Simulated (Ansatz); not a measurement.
The system is WS2, a slab with vacuum.

```
W S
1.0
     3.18352    0.00000    0.00000
    -1.59176    2.75701    0.00000
     0.00000    0.00000   16.95058
W S
1 2
Cartesian
  0.0000 0.0000 0.0000
  0.0000 1.8380 1.5595
  0.0000 1.8380 15.3911
```

Program: Ansatz 0.2.0. Alike in all runs: potentials or basis Ansatz PAW; no spin polarisation; cell as given; cutoff (eV) 420. Hardware: 2 threads of Intel(R) Xeon(R) Processor @ 2.50GHz (Skylake/Cascade Lake) (shared host).

Problem. Order these runs on this cell by their wall time, lowest first.
A. task band structure; level HSE03; k mesh 5 × 5 × 1; smearing fermi-dirac 0.05 eV; points for each segment of the path 4; mesh quality coarse
B. task Born charges and dielectric tensor; level PBEsol; k mesh 10 × 10 × 2; smearing fixed; mesh quality not flagged
C. task band structure; level BLYP; k mesh 10 × 10 × 2; smearing fermi-dirac 0.05 eV; points for each segment of the path 14; mesh quality not flagged

Solution. C (19 s), B (100 s), A (390 s).

Caveats: some runs use coarse meshes.

Not every run made on this cell is shown here.
